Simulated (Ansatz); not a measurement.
Here is an unrelaxed guess for Ti3Al.

```yaml
crystal:
  lattice:
    - [3.58313, 0.00000, 0.00000]
    - [-1.79156, 3.10308, 0.00000]
    - [0.00000, 0.00000, 6.26768]
  atoms:
    - { symbol: Ti, position: [0.32414, 0.00000, 0.00000] }
    - { symbol: Ti, position: [0.00000, 0.32414, 0.00000] }
    - { symbol: Ti, position: [0.67586, 0.67586, 0.00000] }
    - { symbol: Al, position: [0.00000, 0.00000, 0.50000] }
```

These are results of DFT PBE, scalar-relativistic, plane waves, PAW (Ansatz 0.2.0), not measurements. Settings: cutoff 420 eV, Γ-centred mesh 6×6×4 on the computed 4-atom cell, Gaussian smearing of 0.10 eV; no spin polarisation.

Formation energies are uncorrected and refer to the elements' standard structures at the same level.

**Question.** Estimate its pressure, forces and energy as it stands.

**Answer.** The pressure is 47.2 GPa (the mean over three directions, positive in compression), the largest force is 2.15 eV/Å, and the energy is +3.02 eV/atom against the elements. The shortest distance is 2.01 Å.

**Question.** Is it a good guess?

**Answer.** A poor one: relaxing gains about 2.3 eV/atom (the start's value is from the coarse mesh, so the gain is rough) in 21 ionic steps and ends at +0.68 eV/atom on the finer mesh. The symmetry stays P-62m (No. 189). The volume per atom grows by 24.7 %, from 17.4 to 21.7 Å³. The shortest distance goes from 2.01 Å (Ti–Ti) to 2.73 Å (Ti–Ti). The ratio c/a of the conventional cell changes by a factor of 0.53. Conventional cell: a = 4.773 Å, c = 4.406 Å. Ti has 6 Ti at 2.73–2.81 Å and 2 Al at 2.74 Å; Al is surrounded by 6 Ti at 2.74 Å.

The last run used a 12×12×10 mesh (in the run's order of axes) for its 4-atom cell and Gaussian smearing of 0.10 eV. The relaxation can't lower the symmetry of the start, and the grade says only how near the guess is to its own end. Symmetry constrained the relaxation, so the result can be a saddle point. Another cell of Ti3Al relaxed alike, in P6_3/mmc (a cell as deposited in COD), lies 0.96 eV/atom lower, so this cell isn't the stable form at this level.
